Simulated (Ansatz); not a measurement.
Runs of Ansatz 0.2.0 on BaTe. It takes space group Fm-3m (No. 225, cubic). The conventional cell has a = 6.820 Å, b = 6.820 Å, c = 6.820 Å, α = 90.00°, β = 90.00°, γ = 90.00°. Ba (site symmetry m-3m) is surrounded by 6 Te at 3.41 Å. Te (site symmetry m-3m) is surrounded by 6 Ba at 3.41 Å. 

```tsv
task	level	k mesh	cutoff (eV)	smearing	gap on the mesh (eV)	V0 of scaled cells (Å³/atom)	B0 (GPa)
equation of state	LDA	7 × 7 × 7	-	fermi-dirac 0.05 eV	-	(b)	35
phonons	PBE	7 × 7 × 7	147	fermi-dirac 0.05 eV	(a)	-	-
equation of state	PBEsol	7 × 7 × 7	-	fermi-dirac 0.05 eV	-	41.81	32
single point	PBE	4 × 4 × 4	136	fermi-dirac 0.03 eV	1.42	-	-
```

Alike in all rows: potentials or basis all-electron LAPW, scalar-relativistic; no spin polarisation; cell as given; basis error allowed 0.001 eV/atom.

Fill in the values left out.

(a) 1.48; (b) 40.47.

Caveats: spin-orbit coupling is left out, which moves the levels of the heavy elements (some runs); an odd mesh through Γ misses points on the zone boundary, where band edges often lie (some runs).

A k mesh can miss the band edges, and the runs leave out spin-orbit coupling on Ba, Te.
